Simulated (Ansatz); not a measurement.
## Al under strain

All numbers below come from DFT PBE+D3(BJ), scalar-relativistic, plane waves, PAW (Ansatz 0.2.0). (420 eV cutoff, 24×24×6 k-mesh, Gaussian smearing of 0.10 eV, no spin polarisation)

Starting point, cell and atoms relaxed:

```
Al
1.0
     2.81478    0.00000    0.00000
    -1.40739    2.43767    0.00000
     0.00000    0.00000    9.24180
Al
4
Direct
  0.00000 0.00000 0.00000
  0.33333 0.66667 0.25000
  0.00000 0.00000 0.50000
  0.66667 0.33333 0.75000
```

Deformation: biaxial strain in the a-b plane, with the length and tilt of c and the atoms relaxed, all within the symmetry that the strain leaves. Energies are extrapolated to zero smearing. Stress is positive in compression, on the Cartesian axes of the cell above. On this cell's mesh the reference holds a stress of up to 0.18 GPa.

| strain (%) | ΔE (meV/atom) | a (Å) | b (Å) | c (Å) | σxx (GPa) | σyy (GPa) | σzz (GPa) |
| --- | --- | --- | --- | --- | --- | --- | --- |
| -3.0 | 16.7 | 2.730 | 2.730 | 9.475 | 5.74 | 5.74 | 0.01 |
| -2.0 | 7.1 | 2.758 | 2.758 | 9.355 | 4.10 | 4.10 | 0.01 |
| -1.0 | 1.3 | 2.787 | 2.787 | 9.311 | 1.72 | 1.72 | -0.01 |
| +0.0 | 0.0 | 2.815 | 2.815 | 9.242 | -0.16 | -0.16 | 0.18 |
| +1.0 | 2.1 | 2.843 | 2.843 | 9.184 | -1.77 | -1.77 | -0.01 |
| +2.0 | 7.0 | 2.871 | 2.871 | 9.107 | -2.97 | -2.97 | 0.00 |
| +3.0 | 13.5 | 2.899 | 2.899 | 9.013 | -3.71 | -3.71 | 0.00 |

This form isn't the element's structure at ambient conditions.